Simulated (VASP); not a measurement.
Write the native input for VASP 6.6.1 that does the following.

```
Task                   : single point
Functional             : r2SCAN
Potentials or basis    : VASP PAW PBE potentials, release 64 (Cl)
Cutoff                 : 520 eV
k mesh                 : 8 × 8 × 8
Occupations            : gaussian, width 0.1 eV
Spin                   : no spin polarisation
Dipole correction      : no
Further INCAR settings : ALGO = Normal; EDIFF = 1e-06; NBANDS = 10
```

Crystal: Cl.

```
CELL_PARAMETERS angstrom
-1.30702 1.30702 3.37967
1.30702 -1.30702 3.37967
1.30702 1.30702 -3.37967
ATOMIC_POSITIONS crystal
Cl 0.00000 0.00000 0.00000
```

The cell was built by a generator and needn't be a form met in nature.

The input as run:

POSCAR

```
Cl
1.0
   -1.3070230088      1.3070230088      3.3796727322
    1.3070230088     -1.3070230088      3.3796727322
    1.3070230088      1.3070230088     -3.3796727322
Cl
1
Direct
    0.0000000000      0.0000000000      0.0000000000
```

INCAR.step1

```
  ALGO = Normal
  EDIFF = 1E-4
  ENCUT = 520
  GGA = PE
  ISMEAR = 0
  LASPH = T
  LCHARG = F
  LREAL = F
  LWAVE = T
  NBANDS = 10
  NELM = 100
  PREC = Accurate
  SIGMA = 0.1
```

INCAR.step2

```
  ALGO = Normal
  EDIFF = 1E-6
  ENCUT = 520
  ISIF = 2
  ISMEAR = 0
  ISTART = 1
  LASPH = T
  LCHARG = T
  LELF = T
  LMIXTAU = T
  LREAL = F
  LVHAR = T
  LWAVE = F
  METAGGA = R2SCAN
  NBANDS = 10
  NELM = 100
  PREC = Accurate
  SIGMA = 0.1
```

KPOINTS

```
k-points
0
Gamma
  8 8 8
```

Potentials or basis: VASP PAW PBE potentials, release 64 (Cl).

Launch:

```console
$ cat potpaw_PBE.64/Cl/POTCAR > POTCAR
$ cp INCAR.step1 INCAR
$ mpirun -np 1 vasp_std > vasp.out
$ cp INCAR.step2 INCAR
$ mpirun -np 1 vasp_std > vasp.out
```

It gave:

* Pressure: -0.1 GPa
* Band gap on the k mesh: none (metal or under the smearing width)

Caveat: the k mesh is coarse (spacing up to 0.42 Å⁻¹), so the values aren't converged; the PAW data sets were made with another functional, which shifts forces and pressure a little; an odd number of electrons without spin polarisation forces a metal; a magnetic or distorted state may lie lower.

It took 37 s on 1 thread of Intel(R) Xeon(R) 6975P-C (Granite Rapids) (shared host), peak memory 0.16 GiB.
